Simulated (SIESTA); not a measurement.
Ag:

```
Ag
1.0
     0.00000    2.04275    2.04275
     2.04275    0.00000    2.04275
     2.04275    2.04275    0.00000
Ag
1
Cartesian
  0.0000 0.0000 0.0000
```

* Program: SIESTA 5.4.2
* Task: relaxation of cell and atoms
* Functional: PBE
* Potentials or basis: PseudoDojo 0.4 standard (PBE files)
* Basis: SZ (energy shift 0.003 Ry)
* Grid cutoff: 800 Ry
* Energy shift: 0.003 Ry
* k mesh: 8 × 8 × 8
* Occupations: fermi-dirac, width 0.05 eV
* Spin: no spin polarisation

At the start: pressure 21.7 GPa; volume 17.05 Å³/atom.

Question: How do energy, volume and symmetry change on relaxing?

Answer: Over 5 steps the energy falls by 205.0 meV/atom and the volume is 20.89 Å³/atom (+22.5 %); space group Fm-3m (No. 225, to 0.05 Å).

Step by step:
| step | energy change (eV) | largest force (eV/Å) | pressure (GPa) | volume (Å³) |
| --- | --- | --- | --- | --- |
| 1 | 0.0000 | 0.0000 | 21.71 | 17.05 |
| 2 | -0.0706 | 0.0000 | 16.33 | 17.65 |
| 3 | -0.1481 | 0.0000 | 9.35 | 18.63 |
| 4 | -0.1923 | 0.0000 | 3.79 | 19.74 |
| 5 | -0.2050 | 0.0000 | -0.07 | 20.89 |

Final structure:
```
Ag
1.0
     0.00003    2.18580    2.18580
     2.18580    0.00003    2.18580
     2.18580    2.18580    0.00003
Ag
1
Direct
  0.00000 0.00000 0.00000
```

Caveat: the basis has no polarisation orbitals; short orbitals over semicore shells can move pressures by several GPa; the volume moved by over 15 % at a fixed basis, so the end points are rough; the basis of atomic orbitals isn't converged, which shifts pressures, moduli and gaps.
